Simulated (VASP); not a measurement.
Here is a VASP 6.6.1 calculation.

INCAR

```
SYSTEM = KF
  ALGO = Normal
  EDIFF = 1E-7
  EDIFFG = -0.01
  ENCUT = 600
  GGA = PS
  IBRION = 2
  ISIF = 2
  ISMEAR = 0
  LASPH = .TRUE.
  LCHARG = .FALSE.
  LREAL = .FALSE.
  LWAVE = .FALSE.
  NELM = 80
  NSW = 40
  PREC = Accurate
  SIGMA = 0.03
```

The input KPOINTS:

```
k-points
0
G
  10 10 10
  0 0 0
```

POSCAR

```
KF                                      
1.0
   -0.0000000000      2.6190875611      2.6190875611
    2.6190875611      0.0000000000      2.6190875611
    2.6190875611      2.6190875611      0.0000000000
  K               F             
     1     1
Direct
     0.0000000000000000    0.0000000000000000    1.0000000000000000
     0.5000000000000000    0.5000000000000000    0.5000000000000000
```

Potentials or basis: VASP PAW PBE potentials, release 64 (K_sv, F).

Run with:

```bash
$ cat potpaw_PBE.64/K_sv/POTCAR potpaw_PBE.64/F/POTCAR > POTCAR
$ mpirun -np 1 vasp_std > vasp.out
```

Task: Estimate the band gap on the k mesh.

Result: 6.34 eV, direct.

Final structure:
```cif
data_structure
_symmetry_space_group_name_H-M 'P 1'
_symmetry_Int_Tables_number 1
_cell_length_a 3.7039
_cell_length_b 3.7039
_cell_length_c 3.7039
_cell_angle_alpha 60.000
_cell_angle_beta 60.000
_cell_angle_gamma 60.000
_cell_volume 35.93
loop_
_atom_site_label
_atom_site_type_symbol
_atom_site_fract_x
_atom_site_fract_y
_atom_site_fract_z
_atom_site_occupancy
K1 K 0.00000 0.00000 0.00000 1
F1 F 0.50000 0.50000 0.50000 1
```

Caveat: the relaxation stopped at its first step, so nothing moved. A k mesh can miss the band edges.
